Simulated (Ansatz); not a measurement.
# Mn3O4 (Hausmannite): the cost of one run

Method: DFT r²SCAN, scalar-relativistic, plane waves, PAW, in Ansatz 0.2.0.

## Step 1: The structure to begin with

It takes space group I4_1/amd (No. 141, tetragonal). The conventional cell has a = 5.785 Å, b = 5.785 Å, c = 9.454 Å, α = 90.00°, β = 90.00°, γ = 90.00°. Mn (site symmetry -4m2) is surrounded by 4 O at 2.03 Å. Mn (site symmetry 2/m) is surrounded by 4 O at 1.94 Å. O (site symmetry m) is surrounded by 3 Mn at 1.94 to 2.03 Å.

Coordinates:

```
Mn O
1.0
    -2.89225    2.89225    4.72723
     2.89225   -2.89225    4.72723
     2.89225    2.89225   -4.72723
Mn O
6 8
Direct
  0.00000 0.00000 0.00000
  0.75000 0.25000 0.50000
  0.87500 0.62500 0.25000
  0.37500 0.62500 0.25000
  0.37500 0.62500 0.75000
  0.37500 0.12500 0.75000
  0.60417 0.38142 0.22275
  0.13142 0.40867 0.27725
  0.15867 0.38142 0.77725
  0.13142 0.85417 0.72275
  0.14583 0.86858 0.27725
  0.61858 0.39583 0.77725
  0.59133 0.86858 0.72275
  0.61858 0.84133 0.22275
```

An earlier run at r²SCAN left this cell at 11.298 Å³/atom and 0.02 GPa (8×8×8 mesh).

## Step 2: Ferrimagnetic, in the cell as typed

Input file input.yaml:

```yaml
crystal:
  lattice:
    - [-2.8922536712, 2.8922536712, 4.7272326848]
    - [2.8922536712, -2.8922536712, 4.7272326848]
    - [2.8922536712, 2.8922536712, -4.7272326848]
  atoms:
    - { symbol: Mn, position: [0.0, 0.0, 0.0], spin: 4.0 }
    - { symbol: Mn, position: [0.75, 0.25, 0.5], spin: 4.0 }
    - { symbol: Mn, position: [0.875, 0.625, 0.25], spin: -4.0 }
    - { symbol: Mn, position: [0.375, 0.625, 0.25], spin: -4.0 }
    - { symbol: Mn, position: [0.375, 0.625, 0.75], spin: -4.0 }
    - { symbol: Mn, position: [0.375, 0.125, 0.75], spin: -4.0 }
    - { symbol: O, position: [0.6041658238, 0.3814167442, 0.2227490796] }
    - { symbol: O, position: [0.1314167442, 0.4086676646, 0.2772509204] }
    - { symbol: O, position: [0.1586676646, 0.3814167442, 0.7772509204] }
    - { symbol: O, position: [0.1314167442, 0.8541658238, 0.7227490796] }
    - { symbol: O, position: [0.1458341762, 0.8685832558, 0.2772509204] }
    - { symbol: O, position: [0.6185832558, 0.3958341762, 0.7772509204] }
    - { symbol: O, position: [0.5913323354, 0.8685832558, 0.7227490796] }
    - { symbol: O, position: [0.6185832558, 0.8413323354, 0.2227490796] }
basis:
  ecutwfc: 500
  ecutrho_ratio: 4
kpoints:
  mp_grid: { grid: [8, 8, 8] }
hamiltonian:
  xc: r2scan
scf:
  occupations: { method: gaussian, width: 0.05 }
  lower_state_search: "off"
output:
  forces: true
  stress: true
  eigenvalues: true
  populations: true
magnetization:
  spin_polarized: true
```

Launch:

```sh
ansatz run input.yaml --threads 4 --pin off --max-ram 10240MiB --backend cpu --events-out ev --progress --plain --runs-dir out
```

**Question.** How long does this run take on 4 threads of Intel Xeon at 2.70GHz, shared host, and how much memory does it need?

About 2.3 min, with a peak of 2.3 GiB.
